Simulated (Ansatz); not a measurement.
Zn under changes of volume

One of the cells (15.451 Å³/atom); the others are scaled copies at fixed shape and fractional positions:

```xyz
1
Lattice="-1.5690 1.5690 1.5690 1.5690 -1.5690 1.5690 1.5690 1.5690 -1.5690" Properties=species:S:1:pos:R:3 pbc="T T T"
Zn    0.0000    0.0000    0.0000
```

This isn't the form of Zn at room conditions, which is hcp.

* Program: Ansatz 0.2.0
* Functional: PBE
* Dispersion: D3(BJ)+ATM
* Potentials or basis: all-electron LAPW, scalar-relativistic
* Cutoff: 273 eV (chosen from the basis error)
* Basis error allowed: 0.0005 eV/atom
* k mesh: 12 × 12 × 12
* Occupations: methfessel-paxton, width 0.025 eV
* Spin: collinear spin, ferromagnetic start
* Starting moments: [0.5] μB

```csv
volume (Å³/atom),energy over the lowest point (meV/atom),pressure (GPa)
14.524,0.00,-0.1
14.833,1.37,-1.3
15.142,4.93,-2.4
15.451,10.79,-3.7
15.760,?,?
16.069,29.07,-5.6
16.378,40.41,-6.3
```

What does the run at 15.760 Å³/atom give?

Energy over the lowest point 18.97 meV/atom; pressure -4.8 GPa.

Worked out: A Birch-Murnaghan fit of order 3 (a polynomial in V^(-2/3)) to the other rows has its minimum at 14.55 Å³/atom with B0 = V·E''(V) = 68 GPa and B' = 4.0. It gives 19.00 meV/atom at 15.760 Å³/atom, against the run's 18.97, and -dE/dV = -4.7 GPa, against -4.8.

Energies are extrapolated to zero smearing.

Caveats: pairwise dispersion overbinds metals, which lowers pressure and volume; the starting moments weren't kept (some runs).
